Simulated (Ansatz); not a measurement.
## Straining Rh

Level of theory: Ansatz 0.2.0, DFT PBE, scalar-relativistic, plane waves, PAW. Run with 420 eV cutoff, 18×18×10 k-mesh, Gaussian smearing of 0.10 eV, no spin polarisation.

Starting point, cell and atoms relaxed:

```
Rh
1.0
     2.72479    0.00000    0.00000
    -1.36239    2.35974    0.00000
     0.00000    0.00000    4.38484
Rh
2
Direct
  0.66667 0.33333 0.75000
  0.33333 0.66667 0.25000
```

Deformation: all cell vectors scaled alike, the atoms relaxed, all within the symmetry that the strain leaves. Energies are extrapolated to zero smearing.

```
strain (%)  ΔE (meV/atom) a (Å) b (Å) c (Å)
      -6.0          469.1  2.561  2.561  4.122
      -4.0          190.8  2.616  2.616  4.209
      -2.0           43.6  2.670  2.670  4.297
      +0.0            0.0  2.725  2.725  4.385
      +2.0           37.6  2.779  2.779  4.473
      +4.0          137.8  2.834  2.834  4.560
      +6.0          285.5  2.888  2.888  4.648
```

(1) What stiffness (1/V) d²E/dε² at zero strain does a cubic fit over all points give?

## Answers

(1) A cubic fit gives (1/V) d²E/dε² = 2388 GPa at zero strain (nine times the bulk modulus at fixed shape).

This form isn't the element's structure at ambient conditions.